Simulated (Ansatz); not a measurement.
`N[SiH](O)O` + `F[C](F)F`• → `N[SiH]([O])O`• + `FC(F)F`  (hydrogen abstraction from the O–H bond)

Isolated molecules relaxed with PBE0-D4/def2-TZVP in Ansatz; ΔE leaves out vibrations. CBS: MP2 limit from def2 TZ/QZ plus the TZ coupled-cluster correction, frozen cores. This one scheme is used for every species. Functionals use def2-TZVPP. Open shells (•) are unrestricted, without spin–orbit coupling. One conformer a species, not always the lowest.

CCSD(T)/CBS gives +0.59 eV.

(1) Another level gave +0.62 eV. Which?
A. SCS-MP2/def2-TZVPP
B. MP2/def2-TZVPP
C. PBE-D4/def2-TZVPP
D. CCSD(T)/def2-TZVPP

Largest T1 diagnostic among the species: 0.015.

## Answers

(1) A. SCS-MP2/def2-TZVPP 0.62, PBE-D4 0.58, CCSD(T)/def2-TZVPP 0.53, MP2/def2-TZVPP 0.80 eV.

In def2-TZVPP, CCSD(T) changes the Hartree–Fock value by +0.46 eV (the triples alone add +0.05 eV) and MP2 by +0.73 eV.

CCSD(T)/CBS has its own doubt, a few kJ/mol and more with outer-core shells, so smaller differences from it don't rank the levels.
